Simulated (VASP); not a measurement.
Calculation: LDA (Ceperley-Alder, Perdew-Zunger), VASP's LDA PAW potentials (set 64) (plane waves; VASP).

VASP ran on this input.

**KPOINTS**
```
Automatic mesh
0
gamma
 10 10 10
0 0 0
```

**POSCAR**
```
LiI
1
    0.0000000000     2.9024681097     2.9024681097
    2.9024681097     0.0000000000     2.9024681097
    2.9024681097     2.9024681097     0.0000000000
Li I
1 1
Direct
  0.0000000000   0.0000000000   0.0000000000
  0.5000000000   0.5000000000   0.5000000000
```

INCAR:
```
ALGO  =  Normal
CSHIFT  =  0.1
EDIFF  =  1E-7
ENCUT  =  520
ISMEAR  =  0
LASPH  =  .TRUE.
LCHARG  =  .FALSE.
LMAXMIX  =  4
LOPTICS  =  .TRUE.
LREAL  =  .FALSE.
LWAVE  =  .FALSE.
NBANDS  =  27
NEDOS  =  1001
NELM  =  100
PREC  =  Accurate
SIGMA  =  0.01
SYSTEM  =  LiI
```

POTCAR, in this order: Li_sv I (LDA.64 set). Program: vasp_std.

The resulting files:

File OUTCAR:
```
 ion  position               nearest neighbor table
   1  0.000  0.000  0.000-   2 2.90   2 2.90   2 2.90   2 2.90   2 2.90   2 2.90
   2  0.500  0.500  0.500-   1 2.90   1 2.90   1 2.90   1 2.90   1 2.90   1 2.90
  LATTYP: Found a face centered cubic cell.
 ALAT       =     5.8049362194
 Subroutine PRICEL returns:
 Original cell was already a primitive cell.
 Subroutine GETGRP returns: Found 48 space group operations
The static configuration has the point symmetry O_h .
The dynamic configuration has the point symmetry O_h .
 Subroutine INISYM returns: Found 48 space group operations
 Subroutine IBZKPT returns following result:
 Found     47 irreducible k-points:

 Following reciprocal coordinates:
            Coordinates               Weight
  0.000000  0.000000  0.000000      1.000000
  0.100000  0.000000  0.000000      8.000000
  0.200000  0.000000  0.000000      8.000000
  0.300000  0.000000  0.000000      8.000000
  0.400000  0.000000  0.000000      8.000000
  0.500000  0.000000  0.000000      4.000000
  0.100000  0.100000  0.000000      6.000000
  0.200000  0.100000  0.000000     24.000000
  0.300000  0.100000  0.000000     24.000000
  0.400000  0.100000  0.000000     24.000000
  0.500000  0.100000  0.000000     24.000000
 -0.400000  0.100000  0.000000     24.000000
 -0.300000  0.100000  0.000000     24.000000
 -0.200000  0.100000  0.000000     24.000000
 -0.100000  0.100000  0.000000     12.000000
  0.200000  0.200000  0.000000      6.000000
  0.300000  0.200000  0.000000     24.000000
  0.400000  0.200000  0.000000     24.000000
  0.500000  0.200000  0.000000     24.000000
 -0.400000  0.200000  0.000000     24.000000
 -0.300000  0.200000  0.000000     24.000000
 -0.200000  0.200000  0.000000     12.000000
  0.300000  0.300000  0.000000      6.000000
  0.400000  0.300000  0.000000     24.000000
...
```

### OSZICAR
```
       N       E                     dE             d eps       ncg     rms          rms(c)
DAV:   1     0.364846914825E+02    0.36485E+02   -0.30180E+03  2538   0.318E+02
DAV:   2    -0.438499670122E+01   -0.40870E+02   -0.38581E+02  3233   0.774E+01
DAV:   3    -0.652088546025E+01   -0.21359E+01   -0.21162E+01  3433   0.158E+01
DAV:   4    -0.657525284063E+01   -0.54367E-01   -0.54327E-01  3200   0.240E+00
DAV:   5    -0.657619657054E+01   -0.94373E-03   -0.94369E-03  3279   0.319E-01    0.249E+00
DAV:   6    -0.656413829115E+01    0.12058E-01   -0.63685E-03  3701   0.214E-01    0.155E+00
DAV:   7    -0.656150992987E+01    0.26284E-02   -0.78201E-03  3951   0.256E-01    0.195E-01
DAV:   8    -0.656144098057E+01    0.68949E-04   -0.98853E-04  3057   0.111E-01    0.301E-02
DAV:   9    -0.656144763725E+01   -0.66567E-05   -0.47232E-05  3340   0.220E-02    0.263E-02
DAV:  10    -0.656144848740E+01   -0.85015E-06   -0.30526E-06  3780   0.485E-03    0.101E-02
DAV:  11    -0.656144866755E+01   -0.18015E-06   -0.15663E-07  3211   0.145E-03    0.626E-03
DAV:  12    -0.656144861910E+01    0.48451E-07   -0.69631E-08  2435   0.739E-04
   1 F= -.65614486E+01 E0= -.65614486E+01  d E =-.147682E-27
 imaginary and real dielectric function
```

OUTCAR:
```
------------------------ aborting loop because EDIFF is reached ----------------------------------------
  FORCE on cell =-STRESS in cart. coord.  units (eV):
  Direction    XX          YY          ZZ          XY          YZ          ZX
  --------------------------------------------------------------------------------------
  Total        0.0024380      0.0024380      0.0024380     -0.0000000      0.0000000     -0.0000000
  in kB        0.0798760      0.0798760      0.0798760     -0.0000000      0.0000000     -0.0000000
  external PRESSURE =       0.0798760 kB  Pullay stress =       0.0000000 kB
  volume of cell :       48.90
      direct lattice vectors                 reciprocal lattice vectors
     0.000000000  2.902468110  2.902468110    -0.172267181  0.172267181  0.172267181
     2.902468110  0.000000000  2.902468110     0.172267181 -0.172267181  0.172267181
     2.902468110  2.902468110  0.000000000     0.172267181  0.172267181 -0.172267181
 POSITION                                       TOTAL-FORCE (eV/Angst)
 -----------------------------------------------------------------------------------
      0.00000      0.00000      0.00000         0.000000      0.000000      0.000000
      2.90247      2.90247      2.90247        -0.000000     -0.000000     -0.000000
 -----------------------------------------------------------------------------------
    total drift:                                0.000000     -0.000000      0.000000
  FREE ENERGIE OF THE ION-ELECTRON SYSTEM (eV)
  ---------------------------------------------------
  free  energy   TOTEN  =        -6.5614486191 eV

  energy  without entropy=       -6.5614486191  energy(sigma->0) =       -6.56144862

 plasma frequency squared (from intraband transitions) (eV^2)
  --------------------------------------------------------------------------------------
       0.000       0.000       0.000
       0.000       0.000       0.000
       0.000       0.000       0.000

 plasma frequency squared (from interband transitions, int dw w eps(2)(w)) (eV^2)
  --------------------------------------------------------------------------------------
     251.698       0.000       0.000      -0.000       0.000       0.000
       0.000       0.000     251.698       0.000      -0.000      -0.000
       0.000      -0.000      -0.000       0.000     251.698       0.000
```
(Selected blocks of OUTCAR.)

The compound is LiI in the rock salt structure. It was relaxed first, which changed the volume by -10 %.
